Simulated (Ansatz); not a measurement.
## In under changes of volume

One of the cells (26.540 Å³/atom); the others are scaled copies at fixed shape and fractional positions:

```
CELL_PARAMETERS angstrom
3.33548 0.00000 0.00000
-1.66774 2.88861 0.00000
0.00000 0.00000 5.50914
ATOMIC_POSITIONS crystal
In 0.66667 0.33333 0.75000
In 0.33333 0.66667 0.25000
```

This isn't the form of In at room conditions, which is tetragonal.

- Program: Ansatz 0.2.0
- Functional: LDA
- Potentials or basis: Ansatz PAW
- Cutoff: 420 eV (not typed: the program's choice for these potentials)
- k mesh: 9 × 9 × 5
- Occupations: fermi-dirac, width 0.05 eV
- Spin: no spin polarisation

```tsv
volume (Å³/atom)	energy over the lowest point (meV/atom)	pressure (GPa)
24.948	0.00	-0.5
25.478	?	?
26.009	9.99	-2.2
26.540	18.75	-2.9
27.071	29.36	-3.4
27.602	41.59	-3.9
28.133	55.33	-4.3
```

Q: What does the run at 25.478 Å³/atom give?

A: Energy over the lowest point 3.57 meV/atom; pressure -1.4 GPa.

Worked out: A Birch-Murnaghan fit of order 3 (a polynomial in V^(-2/3)) to the other rows has its minimum at 24.60 Å³/atom, just outside them, with B0 = V·E''(V) = 49 GPa and B' = 6.2 at fixed shape and positions, which overstates the stiffness. It gives 3.65 meV/atom at 25.478 Å³/atom, against the run's 3.57, and -dE/dV = -1.5 GPa, against -1.4.

Energies are extrapolated to zero smearing.

Caveats: the PAW data sets come from PBE, with cores solved anew for the run's functional, which leaves a small shift of forces and pressure.
